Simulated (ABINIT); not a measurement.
**Mo: single point with LDA**

The system is Mo.

```
Mo
1.0
    -1.58381    1.58381    1.58381
     1.58381   -1.58381    1.58381
     1.58381    1.58381   -1.58381
Mo
1
Cartesian
  0.0000 0.0000 0.0000
```

```yaml
Program: ABINIT 10.8.3 (patched build)
Task: single point
Functional: LDA
Potentials_or_basis: PseudoDojo NC SR LDA v0.4.1 standard
Cutoff: 952 eV
k_mesh: 9 × 9 × 9
Occupations: fermi-dirac, width 0.05 eV
Spin: no spin polarisation
```

```yaml
Pressure: -15.0 GPa
Band_gap_on_the_k_mesh: none (metal or under the smearing width)
Valence_electrons_inside_the_program's_atomic_spheres: Mo 10.49 (radii [1.0584] Å)
```

Levels at points of the mesh, in eV from the Fermi level:
| k point | band 4 | band 5 | band 6 | band 7 | band 8 | band 9 | band 10 | band 11 |
| --- | --- | --- | --- | --- | --- | --- | --- | --- |
| (0.00, 0.00, 0.00) | -34.47 | -7.17 | -1.31 | -1.31 | -1.31 | 1.63 | 1.63 | 14.97 |

Run time: 8.5 s on 1 thread of Arm Neoverse V2, on a shared host, peak memory 0.06 GiB.
